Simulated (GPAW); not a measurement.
A run of GPAW 26.7.0 is set up as follows.

The input run.py:

```python
from ase import Atoms
from ase.dft.bandgap import bandgap
from ase.io import write
from ase.units import GPa
from gpaw import GPAW, PW

atoms = Atoms(['In', 'In', 'Se', 'Se'],
              cell=[[2.0, 1.1547005384, 8.44],
                    [-2.0, 1.1547005384, 8.44],
                    [0.0, -2.3094010768, 8.44]],
              scaled_positions=[[0.8886, 0.8886, 0.8886],
                                [0.0, 0.0, 0.0],
                                [0.1719, 0.1719, 0.1719],
                                [0.3835, 0.3835, 0.3835]],
              pbc=True)

calc = GPAW(mode=PW(450),
            xc='LDA',
            kpts={'size': (6, 6, 6), 'gamma': True},
            occupations={'name': 'fermi-dirac', 'width': 0.05},
            nbands=32,
            maxiter=120,
            txt='gpaw.txt')
atoms.calc = calc
energy = atoms.get_potential_energy()
forces = atoms.get_forces()
stress = atoms.get_stress()
calc.write('gs.gpw')
write('result.traj', atoms)
print(f'Energy: {energy:.6f} eV')
print('Forces (eV/A):')
print(forces.round(4))
print('Stress (GPa):', (stress / GPa).round(3))
print('Fermi level:', round(calc.get_fermi_level(), 4), 'eV')
print(f'Gap: {bandgap(calc)[0]:.4f} eV, direct: {bandgap(calc, direct=True)[0]:.4f} eV')
```

Potentials or basis: the program's PAW data sets (release 1.2.1) made for this functional, pw.

Command:

```console
$ OMP_NUM_THREADS=1 python run.py
```

Task: Estimate the band gap on the k mesh.

Result: 0.21 eV, direct.

Task: What does it give for the pressure?

Result: -2.8 GPa.

Task: What does it give for the largest force?

Result: 0.246 eV/Å.

Stress tensor (GPa, compression positive):
```
-2.34  0.00  0.00
 0.00 -2.34  0.00
 0.00  0.00 -3.64
```

Caveat: the cutoff is short for stress and forces, so pressures can be off by a GPa or more; spin-orbit coupling is left out, which moves the levels of the heavy elements; the program warned that so skewed a cell can give wrong results. Expect the measured gap to be larger: semilocal functionals such as LDA lack the derivative discontinuity.
